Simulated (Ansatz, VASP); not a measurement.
**TaN in VASP and in Ansatz**

```
CELL_PARAMETERS angstrom
2.97666 0.00000 0.00000
-1.48833 2.57786 0.00000
0.00000 0.00000 2.92094
ATOMIC_POSITIONS crystal
Ta 0.33333 0.66667 0.50000
N 0.00000 0.00000 0.00000
```

Change from the starting cell: volume scaled by 1.04.

Alike in both runs: task single point; functional PBEsol; k mesh 12 × 12 × 10; occupations fermi-dirac, width 0.02 eV; no spin polarisation.

```csv
,VASP,Ansatz
version,VASP 6.6.1,Ansatz 0.2.0
potentials or method,"VASP PAW PBE potentials, release 64 (Ta_pv, N), cutoff 520 eV","all-electron LAPW, scalar-relativistic"
```

Ansatz gave:

| Property | Result |
| --- | --- |
| pressure (GPa) | -17.0 |
| largest component of the traceless stress (GPa) | 1.14 |

Problem. Estimate VASP's values.

Solution. Pressure (GPa): -16.6; largest component of the traceless stress (GPa): 1.05.

Ansatz ran all-electron here, so the differences hold the error of VASP's frozen core and of both bases.

Caveats: so large a pressure means that the cell lies far from this level's equilibrium, or that cutoff or potentials fall short (VASP); the potentials were made for another functional, which shifts forces and pressure (VASP). The runs have no spin-orbit coupling, so splittings on Ta are missing.
